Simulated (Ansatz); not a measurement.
**Pb in Ansatz: the effect of functional**

The system is Pb.

```
Pb
1.0
     3.40896    0.00000    0.00000
    -1.70448    2.95225    0.00000
     0.00000    0.00000    5.47589
Pb
2
Direct
  0.66667 0.33333 0.75000
  0.33333 0.66667 0.25000
```

This isn't the form of Pb at room conditions, which is fcc.

The cell isn't the ideal one: volume scaled by 0.94.

Alike in all runs:

```yaml
Program: Ansatz 0.2.0
Task: single point
Potentials_or_basis: Ansatz PAW
k_mesh: 9 × 9 × 5
Occupations: fermi-dirac, width 0.05 eV
Spin: no spin polarisation
```

| functional | cutoff | pressure (GPa) |
| --- | --- | --- |
| LDA | 420 eV (not typed: the program's choice for these potentials) | 2.9 |
| PBEsol | 420 eV (not typed: the program's choice for these potentials) | 4.7 |
| r2SCAN | 500 eV (not typed: the program's choice for these potentials) | ? |

Problem. What does the run with functional r2SCAN give?

Solution. Pressure 6.9 GPa.

Caveats: the PAW data sets come from PBE, with cores solved anew for the run's functional, which leaves a small shift of forces and pressure.

Runs at the PBE level aren't shown here.
